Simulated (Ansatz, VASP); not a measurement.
# GaN: VASP beside Ansatz

Contents of INCAR:

```
SYSTEM = GaN
ALGO     = Fast           ! electronic algorithm
EDIFF    = 1E-6           ! SCF threshold, eV
ENCUT    = 520            ! plane-wave cutoff, eV
GGA      = PE             ! functional
ISIF     = 2              ! what is computed and relaxed
ISMEAR   = 0              ! smearing method
LASPH    = .TRUE.         ! aspherical terms in the spheres
LCHARG   = .FALSE.        ! write CHGCAR
LREAL    = .FALSE.        ! projectors in reciprocal space
LWAVE    = .FALSE.        ! write WAVECAR
NBANDS   = 16             ! bands
NELM     = 60             ! most SCF steps
PREC     = Accurate       ! precision mode
SIGMA    = 0.02           ! smearing width, eV
```

KPOINTS

```
k-points
0
G
  10 10 10
  0 0 0
```

The input POSCAR:

```
GaN
1.0
   -0.0175773047      2.3306830033      2.3150437091
    2.2950551587      0.0287546678      2.2687117366
    2.2800017746      2.2692976468      0.0438080518
Ga N
1 1
Direct
   -0.0154160154      0.0061193682      0.0186243571
    0.7654160154      0.7438806318      0.7313756429
```

Input for Ansatz:

```yaml
crystal:
  lattice:
    - [-0.0175773047, 2.3306830033, 2.3150437091]
    - [2.2950551587, 0.0287546678, 2.2687117366]
    - [2.2800017746, 2.2692976468, 0.0438080518]
  atoms:
    - { symbol: Ga, position: [-0.0154160154, 0.0061193682, 0.0186243571] }
    - { symbol: "N", position: [0.7654160154, 0.7438806318, 0.7313756429] }
basis:
  ecutwfc: 420
kpoints:
  mp_grid: { grid: [10, 10, 10] }
hamiltonian:
  xc: pbe
scf:
  occupations: { method: gaussian, width: 0.02 }
output:
  forces: true
  stress: true
  eigenvalues: true
  populations: true
```

Change from the starting cell: all atoms moved at random, cell strained at random.

Alike in both runs: task single point; functional PBE; k mesh 10 × 10 × 10; occupations gaussian, width 0.02 eV; no spin polarisation.

|  | VASP | Ansatz |
| --- | --- | --- |
| version | VASP 6.6.1 | Ansatz 0.2.0 |
| potentials or method | VASP PAW PBE potentials, release 64 (Ga_d, N) | scalar-relativistic, plane waves, PAW |
| plane-wave cutoff (eV) | 520 | 420 |
| valence electrons in the cell | 18 | 18 |

Ansatz gave:

```
gap on the k mesh at the Fermi level (eV)       : 1.36
least direct gap on the mesh (eV)               : 1.36
pressure (GPa)                                  : 1.3
largest component of the traceless stress (GPa) : 12.43
rms of the force components (eV/Å)              : 1.058
```

Task: Which values does VASP return?

Result: gap on the k mesh at the Fermi level (eV): 1.36; least direct gap on the mesh (eV): 1.36; pressure (GPa): 1.3; largest component of the traceless stress (GPa): 12.28; rms of the force components (eV/Å): 1.040.

Atom by atom the forces differ by 0.018 eV/Å (rms over components).

Caveats: forces of over 1 eV/Å show positions far from the minimum, so gaps and moduli don't describe the material at rest.
